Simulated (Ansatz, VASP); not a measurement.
TiAl in VASP and in Ansatz

INCAR

```
ALGO = Normal
EDIFF = 1E-7
ENCUT = 520
GGA = PS
ISIF = 2
ISMEAR = -1
LASPH = T
LCHARG = F
LREAL = F
LWAVE = F
NBANDS = 14
NELM = 100
PREC = Accurate
SIGMA = 0.05
```

File KPOINTS:

```
k-points
0
Gamma
  8 8 8
```

File POSCAR:

```
TiAl
1.0
    3.2208985869      0.0000000000      0.0000000000
    0.0000000000      3.2208985869      0.0000000000
    0.0000000000      0.0000000000      3.2208985869
Ti Al
1 1
Direct
    0.0000000000      0.0000000000      0.0000000000
    0.5000000000      0.5000000000      0.5000000000
```

input.yaml

```yaml
crystal:
  lattice:
    - [3.2208985869, 0.0, 0.0]
    - [0.0, 3.2208985869, 0.0]
    - [0.0, 0.0, 3.2208985869]
  atoms:
    - { symbol: Ti, position: [0.0, 0.0, 0.0] }
    - { symbol: Al, position: [0.5, 0.5, 0.5] }
hamiltonian:
  xc: pbesol
  pseudopotentials: { kind: paw }
kpoints:
  mp_grid: { grid: [8, 8, 8] }
scf:
  occupations: { method: fermi_dirac, width: 0.05 }
output:
  forces: true
  stress: true
  eigenvalues: true
```

Change from the starting cell: volume scaled by 1.04.

Alike in both runs: task single point; functional PBEsol; k mesh 8 × 8 × 8; occupations fermi-dirac, width 0.05 eV; no spin polarisation.

|  | VASP | Ansatz |
| --- | --- | --- |
| version | VASP 6.6.1 | Ansatz 0.2.0 |
| potentials or method | VASP PAW PBE potentials, release 64 (Ti_sv, Al) | Ansatz PAW |
| plane-wave cutoff (eV) | 520 | 420 |
| valence electrons in the cell | 15 | 15 |

```tsv
	VASP	Ansatz	Ansatz less VASP
gap on the k mesh at the Fermi level (eV)	none	none	-
pressure (GPa)	-6.3	-6.3	-0.07
```

A gap of «none» marks a metal or a gap that the smearing closes. With one functional, cell and mesh, what is left measures potentials, basis and numerics.

Caveats: the PAW data sets were made with another functional, which shifts forces and pressure a little (VASP); the PAW data sets come from PBE, with cores solved anew for the run's functional, which leaves a small shift of forces and pressure (Ansatz).
